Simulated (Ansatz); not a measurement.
Compare A (`C1=C[C@H]2C[C@@H]12`) with its isomer B (`C1=CCC=C1`).

Calculated with Ansatz (gas phase, PBE0-D4/def2-TZVP geometries, no zero-point term in ΔE). CCSD(T)/CBS is the MP2 limit (def2-TZVPP, def2-QZVPP) plus CCSD(T) − MP2 in def2-TZVPP, frozen cores. DFT in def2-TZVPP. B3LYP here is the variant with VWN-RPA as its local correlation; programs differ in this.

**Question.** Which is lower in electronic energy at CCSD(T)/CBS, and by how much? (Estimate.)

**Answer.** The calculation gave: B, by 196.3 kJ/mol.

**Question.** Give E(B) − E(A) in kJ/mol with PBE-D4, ωB97M-V, CCSD/def2-TZVPP, r2SCAN-D4, B2PLYP, BLYP-D4, B3LYP. (Best estimate.)

**Answer.** Ansatz gave: PBE-D4 -190.2, ωB97M-V -192.1, CCSD/def2-TZVPP -195.9, r2SCAN-D4 -200.5, B2PLYP -204.1, BLYP-D4 -212.2, B3LYP -208.2. None reverses the order clearly.

**Question.** Does the order hold for the free energy at 298.15 K (harmonic terms from PBE0-D4)? (Best estimate.)

**Answer.** Computed: Yes: G(B) − G(A) = -193.7 kJ/mol.

Largest T1 diagnostic: 0.011.

Leaving LDA and LC-ωPBE aside and taking each functional with its dispersion term where it has one, the values, not all of them listed here, spread over 26.2 kJ/mol, from BLYP-D4 to ωB97X-V. From r2SCAN to r2SCAN0 (25 % exact exchange), in def2-TZVPP and without D4, E(B) − E(A) moves by +3.5 kJ/mol.
